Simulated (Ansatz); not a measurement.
BaTiO3:

```
CELL_PARAMETERS angstrom
4.53388 -2.93796 -2.84449
-4.17915 -2.17324 2.57872
-4.67624 2.67138 -2.77803
ATOMIC_POSITIONS crystal
Ba 0.99294 0.49864 0.49912
Ba 0.99812 0.99664 0.00014
Ti 0.49527 0.25090 0.73929
Ti 0.49333 0.75158 0.24081
O 0.51082 0.50216 0.01063
O 0.51041 0.00231 0.50870
O 0.49548 0.49574 0.49913
O 0.49557 0.99266 0.99920
O 0.01119 0.00687 0.50887
O 0.00442 0.50250 0.00167
```

```yaml
Program: Ansatz 0.2.0
Task: relaxation of cell and atoms
Functional: BLYP
Dispersion: D3(BJ)
Potentials_or_basis: Ansatz PAW
Cutoff: "420 eV (not typed: the program's choice for these potentials)"
k_mesh: 7 × 7 × 6
Occupations: fermi-dirac, width 0.05 eV
Spin: no spin polarisation
```

At the start: volume 12.63 Å³/atom.

Q: Where does the relaxation end?

A: It ends after 15 steps and the volume is 13.06 Å³/atom (+3.4 %); space group R3m (No. 160, to 0.05 Å).

The path:
```csv
step,energy change (eV),largest force (eV/Å),volume (Å³)
1,0.0000,1.0472,126.34
2,-1.4759,0.5996,129.63
3,-2.5830,0.3484,128.91
4,-3.0020,0.2633,128.24
5,-3.0290,0.0499,129.39
6,-3.0309,0.0116,129.79
7,-3.0319,0.0022,129.59
8,-3.2064,0.0060,129.59
9,-3.2304,0.0141,130.52
10,-3.2315,0.0037,130.66
11,-3.2315,0.0035,130.66
12,-3.2318,0.0009,130.62
13,-3.2385,0.0012,130.62
14,-3.2389,0.0014,130.64
15,-3.2391,0.0014,130.64
```

Final structure:
```xyz
10
Lattice="4.0262 -2.8429 -2.8432 -4.0251 -2.8402 2.8387 -4.0399 2.8371 -2.8574" Properties=species:S:1:pos:R:3 pbc="T T T"
Ba    0.0239   -2.8429   -2.8174
Ba    0.0313   -5.6816    0.0307
Ti   -1.9412   -0.0004   -2.7504
Ti   -1.9338   -2.8390    0.0977
O    -0.0580   -2.8423   -0.0412
O    -0.0654   -0.0036   -2.8893
O    -2.0467   -1.4046   -1.4915
O    -6.0792   -1.4062   -1.5008
O    -2.0462    1.3960   -1.4904
O    -2.0388   -1.4427    1.3577
```

Caveat: the plane-wave basis is chosen anew once the cell has moved, so the energies of steps on either side of that aren't comparable; the pressure holds a Pulay correction of +0.6 GPa for the finite cutoff; the PAW data sets come from PBE, with cores solved anew for the run's functional, which leaves a small shift of forces and pressure.
